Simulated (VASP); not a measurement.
# Bi2Te3 (Tellurobismuthite) (R-3m) in VASP: relaxation of cell and atoms with PBEsol

Aim: the relaxation of cell and atoms of Bi2Te3 (Tellurobismuthite) with PBEsol.

Program: VASP 6.6.1. These are calculated values, not measurements. Logs are shortened: lines on timing, memory, paths and dates and some standing lists are left out, and cuts for length are marked.

### Step 1. Starting point

The structure is trigonal, space group R-3m (No. 166). The conventional cell has a = 4.383 Å, b = 4.383 Å, c = 30.252 Å, α = 90.00°, β = 90.00°, γ = 120.00°. Bi (site symmetry 3m) is surrounded by 6 Te at 3.06 to 3.24 Å. Around Te (site symmetry -3m) lie 6 Bi at 3.24 Å. Te (site symmetry 3m) has 3 Bi at 3.06 Å as nearest neighbours.

### Step 2. Relaxation of cell and atoms, PBEsol

The input, INCAR:

```
ALGO = Normal ; EDIFF = 1E-7
EDIFFG = -0.005 ; ENCUT = 600
GGA = PS ; IBRION = 2
ISIF = 3 ; ISMEAR = 0
KPAR = 2 ; LASPH = T
LCHARG = F ; LREAL = F
LWAVE = F ; NELM = 80
NSW = 90 ; PREC = Accurate
SIGMA = 0.03
```

The input, KPOINTS:

```
k-points
0
Gamma
  7 7 7
```

The input, POSCAR:

```
Bi2Te3                                  
1.0
    2.1913939495      1.2652018866     10.0838517881
   -2.1913939495      1.2652018866     10.0838517881
    0.0000000000     -2.5304037733     10.0838517881
  Bi              Te            
     2     3
Direct
     0.3999745826017548    0.3999745826017548    0.3999745826017548
     0.6000254173982452    0.6000254173982452    0.6000254173982452
     0.0000000000000000    0.0000000000000000    0.0000000000000000
     0.2096369417418982    0.2096369417418982    0.2096369417418982
     0.7903630582581017    0.7903630582581017    0.7903630582581017
```

Potentials or basis: VASP PAW PBE potentials, release 64 (Bi_d, Te).

On the command line:

```bash
cat potpaw_PBE.64/Bi_d/POTCAR potpaw_PBE.64/Te/POTCAR > POTCAR
mpirun -np 2 vasp_std > vasp.out
```

OUTCAR:

```text
EDIFF = 1E-7
   EDIFFG = -0.005
   ENCUT = 600
   GGA = PS
   IBRION = 2
   ISIF = 3
   ISMEAR = 0
   LASPH = T
   LREAL = F
   NELM = 80
   NSW = 90
   PREC = Accurate

 ion  position               nearest neighbor table
   1  0.400  0.400  0.400-   5 3.06   5 3.06   5 3.06   3 3.24   3 3.24   3 3.24
   2  0.600  0.600  0.600-   4 3.06   4 3.06   4 3.06   3 3.24   3 3.24   3 3.24
   3  0.000  0.000  0.000-   2 3.24   1 3.24   2 3.24   2 3.24   1 3.24   1 3.24
   4  0.210  0.210  0.210-   2 3.06   2 3.06   2 3.06   5 3.63   5 3.63   5 3.63
   5  0.790  0.790  0.790-   1 3.06   1 3.06   1 3.06   4 3.63   4 3.63   4 3.63

  LATTYP: Found a trigonal (rhomboedric) cell.
 ALAT       =    10.3964902799
 COS(alpha) =     0.9111418211

  Lattice vectors:

 A1 = (   2.1913939495,   1.2652018866,  10.0838517881)
 A2 = (  -2.1913939495,   1.2652018866,  10.0838517881)
 A3 = (   0.0000000000,  -2.5304037733,  10.0838517881)

Analysis of symmetry for initial positions (statically):
=====================================================================
 Subroutine PRICEL returns:
 Original cell was already a primitive cell.

 Routine SETGRP: Setting up the symmetry group for a
 trigonal (rhombohedral) supercell.

 Subroutine GETGRP returns: Found 12 space group operations
 (whereof 12 operations were pure point group operations)
 out of a pool of 12 trial point group operations.

The static configuration has the point symmetry D_3d.

Analysis of symmetry for dynamics (positions and initial velocities):
=====================================================================
 Subroutine PRICEL returns:
 Original cell was already a primitive cell.

 Routine SETGRP: Setting up the symmetry group for a
 trigonal (rhombohedral) supercell.

 Subroutine GETGRP returns: Found 12 space group operations
 (whereof 12 operations were pure point group operations)
 out of a pool of 12 trial point group operations.

The dynamic configuration has the point symmetry D_3d.

 Subroutine INISYM returns: Found 12 space group operations
 (whereof 12 operations are pure point group operations),
 and found     1 'primitive' translations

----------------------------------------------------------------------------------------

                                     Primitive cell

  volume of cell :     167.7482

  direct lattice vectors                    reciprocal lattice vectors
     2.191393950  1.265201887 10.083851788     0.228165274  0.131731282  0.033056152
    -2.191393950  1.265201887 10.083851788    -0.228165274  0.131731282  0.033056152
     0.000000000 -2.530403773 10.083851788     0.000000000 -0.263462564  0.033056152

  length of vectors
    10.396490280 10.396490280 10.396490280     0.265528213  0.265528213  0.265528213

  position of ions in fractional coordinates (direct lattice)
     0.399974583  0.399974583  0.399974583
     0.600025417  0.600025417  0.600025417
     0.000000000  0.000000000  0.000000000
     0.209636942  0.209636942  0.209636942
     0.790363058  0.790363058  0.790363058

  ion indices of the primitive-cell ions
   primitive index   ion index
                 1           1
                 2           2
                 3           3
                 4           4
                 5           5

----------------------------------------------------------------------------------------

 KPOINTS: k-points

Automatic generation of k-mesh.
 Grid dimensions read from file:
 generate k-points for:    7    7    7

 Generating k-lattice:

  Cartesian coordinates                     Fractional coordinates (reciprocal lattice)
     0.032595039  0.018818755  0.004722307     0.142857143 -0.000000000 -0.000000000
    -0.032595039  0.018818755  0.004722307    -0.000000000  0.142857143 -0.000000000
     0.000000000 -0.037637509  0.004722307    -0.000000000 -0.000000000  0.142857143

  Length of vectors
     0.037932602  0.037932602  0.037932602

  Shift w.r.t. Gamma in fractional coordinates (k-lattice)
     0.000000000  0.000000000  0.000000000

 Subroutine IBZKPT returns following result:
 ===========================================

 Found     44 irreducible k-points:

 Following reciprocal coordinates:
            Coordinates               Weight
  0.000000  0.000000  0.000000      1.000000
  0.142857 -0.000000  0.000000      6.000000
  0.285714  0.000000  0.000000      6.000000
  0.428571  0.000000  0.000000      6.000000
  0.142857  0.142857  0.000000      6.000000
  0.285714  0.142857  0.000000     12.000000
[... 16 lines left out ...]
  0.285714  0.285714  0.142857      6.000000
  0.428571  0.285714  0.142857     12.000000
 [... further k-points ...]
   k-points           NKPTS =     44   k-points in BZ     NKDIM =     44   number of bands    NBANDS=     28
   number of dos      NEDOS =    301   number of ions     NIONS =      5
   total plane-waves  NPLWV = 592704
   dimension x,y,z NGX =    84 NGY =   84 NGZ =   84
   dimension x,y,z NGXF=   168 NGYF=  168 NGZF=  168
   ions per type =               2   3
   NGX,Y,Z   is equivalent  to a cutoff of  13.43, 13.43, 13.43 a.u.
   NGXF,Y,Z  is equivalent  to a cutoff of  26.86, 26.86, 26.86 a.u.
 SYSTEM =  unknown system
   PREC   = accura    normal or accurate (medium, high low for compatibility)
   ISTART =      0    job   : 0-new  1-cont  2-samecut
   ICHARG =      2    charge: 1-file 2-atom 10-const
   ISPIN  =      1    spin polarized calculation?
   LNONCOLLINEAR =      F non collinear calculations
   LSORBIT =      F    spin-orbit coupling
   LASPH  =      T    aspherical Exc in radial PAW
   ENCUT  =  600.0 eV  44.10 Ry    6.64 a.u.  20.76 20.76 20.76*2*pi/ulx,y,z
   NELM   =     80;   NELMIN=  2; NELMDL= -5     # of ELM steps
   EDIFF  = 0.1E-06   stopping-criterion for ELM
   LREAL  =      F    real-space projection
   EDIFFG = -.5E-02   stopping-criterion for IOM
   NSW    =     90    number of steps for IOM
   IBRION =      2    ionic relax: 0-MD 1-quasi-New 2-CG
   NFREE  =      1    steps in history (QN), initial steepest desc. (CG)
   ISIF   =      3    stress and relaxation
   ISYM   =      2    0-nonsym 1-usesym 2-fastsym
   POTIM  = 0.5000    time-step for ionic-motion
   TEBEG  =    0.0;   TEEND  =   0.0 temperature during run
   PSTRESS=    0.0 pullay stress
   NELECT =      48.0000    total number of electrons
   NUPDOWN=      -1.0000    fix difference up-down
   EMIN   =  10.00;   EMAX   =-10.00  energy-range for DOS
   EFERMI =   0.00;   METHOD = LEGACY
   ISMEAR =     0;   SIGMA  =   0.03  broadening in eV -4-tet -1-fermi 0-gaus
   EFERMI_NEDOS =   21; number of points for ismear=-14 and -15
   IALGO  =     38    algorithm
   IMIX   =      4    mixing-type and parameters
     AMIX     =   0.40;   BMIX     =  1.00
     AMIX_MAG =   1.60;   BMIX_MAG =  1.00
  volume/ion in A,a.u.               =      33.55       226.40
  Fermi-wavevector in a.u.,A,eV,Ry     =   1.078788  2.038613 15.834222  1.163783
  Thomas-Fermi vector in A             =   2.214735
   LORBIT       =      0    0 simple, 1 ext, 2 COOP (PROOUT), +10 PAW based schemes
   GGA     = PS    functional components
   LHFCALC =     F    Hartree Fock is set to
   AEXX    =    0.0000 exact exchange contribution
   IVDW    =     0    specifies the selected vdW correction
   LEPSILON=     F    determine dielectric tensor
   LRPA    =     F    only Hartree local field effects (RPA)
 conjugate gradient relaxation of ions
 non-spin polarized calculation
 Gauss-broadening in eV      SIGMA  =   0.03
  energy-cutoff  :      600.00
  volume of cell :      167.75
 maximum number of plane-waves:      5627
   NGX = 41   NGY = 41   NGZ = 41

 number of electron      47.9999998 magnetization

 Free energy of the ion-electron system (eV)
  ---------------------------------------------------
  ext. energy  EPLUGINS =         0.00000000
  ---------------------------------------------------
  free energy    TOTEN  =       -20.29725411 eV

  energy without entropy =      -20.29725410  energy(sigma->0) =      -20.29725411

 E-fermi :   6.2778     XC(G=0):  -9.5328

 val. band max:        6.1785497505   @ k =   0.0000   0.0000   0.0000
 cond. band min:       6.3770666824   @ k =   0.0000   0.0000   0.0000
 fundamental gap:      0.1985169319
 Fermi energy:         6.2778207484

 k-point     1 :       0.0000    0.0000    0.0000
  band No.  band energies     occupation
      1     -16.9371      2.00000
      2     -16.9371      2.00000
      3     -16.9354      2.00000
      4     -16.9354      2.00000
      5     -16.9272      2.00000
      6     -16.9257      2.00000
[... 20 lines left out ...]
     27       6.7891      0.00000
     28       8.0920      0.00000

 k-point     2 :       0.1429   -0.0000    0.0000
  band No.  band energies     occupation
      1     -16.9389      2.00000
      2     -16.9370      2.00000
      3     -16.9352      2.00000
      4     -16.9336      2.00000
      5     -16.9259      2.00000
      6     -16.9247      2.00000
[... 20 lines left out ...]
     27       7.5541      0.00000
     28       8.0503      0.00000

 k-point     3 :       0.2857    0.0000    0.0000
  band No.  band energies     occupation
      1     -16.9437      2.00000
      2     -16.9411      2.00000
      3     -16.9326      2.00000
      4     -16.9306      2.00000
      5     -16.9273      2.00000
      6     -16.9249      2.00000
[... 20 lines left out ...]
     27       7.7355      0.00000
     28       8.7997      0.00000

 k-point     4 :       0.4286    0.0000    0.0000
  band No.  band energies     occupation
      1     -16.9479      2.00000
      2     -16.9447      2.00000
      3     -16.9321      2.00000
      4     -16.9293      2.00000
      5     -16.9289      2.00000
      6     -16.9264      2.00000
[... 578 lines left out ...]
     27       8.2115      0.00000
     28       8.7210      0.00000

 k-point    23 :       0.2857    0.2857    0.1429
  band No.  band energies     occupation
      1     -16.9389      2.00000
      2     -16.9370      2.00000
      3     -16.9352      2.00000
      4     -16.9336      2.00000
      5     -16.9259      2.00000
      6     -16.9247      2.00000
[... 20 lines left out ...]
     27       7.3405      0.00000
     28       8.3720      0.00000

 k-point    24 :       0.4286    0.2857    0.1429
  band No.  band energies     occupation
      1     -16.9411      2.00000
      2     -16.9395      2.00000
      3     -16.9330      2.00000
      4     -16.9329      2.00000
      5     -16.9252      2.00000
      6     -16.9249      2.00000
[... 20 lines left out ...]
     27       8.0191      0.00000
     28       8.4952      0.00000

 [... further k-points ...]
[... 5 lines left out ...]
  --------------------------------------------------------------------------------------
  -------------------------------------------------------------------------------------
  Total       -0.0026406     -0.0026406     -0.0006450      0.0000000      0.0000000      0.0000000
  in kB       -0.0252204     -0.0252204     -0.0061608      0.0000000      0.0000000      0.0000000
  external PRESSURE =      -0.0188672 kB  Pullay stress =       0.0000000 kB

 VOLUME and BASIS-vectors are now :
 -----------------------------------------------------------------------------
  energy-cutoff  :      600.00
  volume of cell :      167.75
      direct lattice vectors                 reciprocal lattice vectors
     2.191393950  1.265201887 10.083851788     0.228165274  0.131731282  0.033056152
    -2.191393950  1.265201887 10.083851788    -0.228165274  0.131731282  0.033056152
     0.000000000 -2.530403773 10.083851788     0.000000000 -0.263462564  0.033056152

 POSITION                                       TOTAL-FORCE (eV/Angst)
 -----------------------------------------------------------------------------------
      0.00000     -0.00000     12.09985         0.000000      0.000000     -0.003120
      0.00000     -0.00000     18.15170         0.000000     -0.000000      0.003120
      0.00000      0.00000      0.00000         0.000000     -0.000000      0.000000
      0.00000     -0.00000      6.34184         0.000000     -0.000000      0.000558
      0.00000     -0.00000     23.90971         0.000000      0.000000     -0.000558
 -----------------------------------------------------------------------------------
    total drift:                               -0.000000      0.000000     -0.000000

  FREE ENERGIE OF THE ION-ELECTRON SYSTEM (eV)
  ---------------------------------------------------
  free  energy   TOTEN  =       -20.2972541064 eV

  energy  without entropy=      -20.2972541046  energy(sigma->0) =      -20.29725411

 reached required accuracy - stopping structural energy minimisation
```

Wall time 30 min (2 MPI ranks of AMD EPYC 7R13 (Zen 3), shared host); peak memory 1.2 GiB.

Results:

- Free energy: -20.2973 eV
- Pressure after relaxing: 0.0 GPa
- Largest force after relaxing: 0.003 eV/Å
- Band gap on the k mesh: 0.20 eV, direct

Forces on the atoms (eV/Å):
```
Bi   0.000  0.000 -0.003
Bi   0.000  0.000  0.003
Te   0.000  0.000  0.000
Te   0.000  0.000  0.001
Te   0.000  0.000 -0.001
```

Final structure:
```xyz
5
Lattice="2.1914 1.2652 10.0839 -2.1914 1.2652 10.0839 0.0000 -2.5304 10.0839" Properties=species:S:1:pos:R:3 pbc="T T T"
Bi    0.0000    0.0000   12.0999
Bi    0.0000    0.0000   18.1517
Te    0.0000    0.0000    0.0000
Te    0.0000    0.0000    6.3418
Te    0.0000    0.0000   23.9097
```

Caveat: the relaxation stopped at its first step, so nothing moved; the PAW data sets were made with another functional, which shifts forces and pressure a little; spin-orbit coupling is left out, which as a rule narrows the gap of such compounds by several tenths of an eV; an odd mesh through Γ misses points on the zone boundary, where band edges often lie.
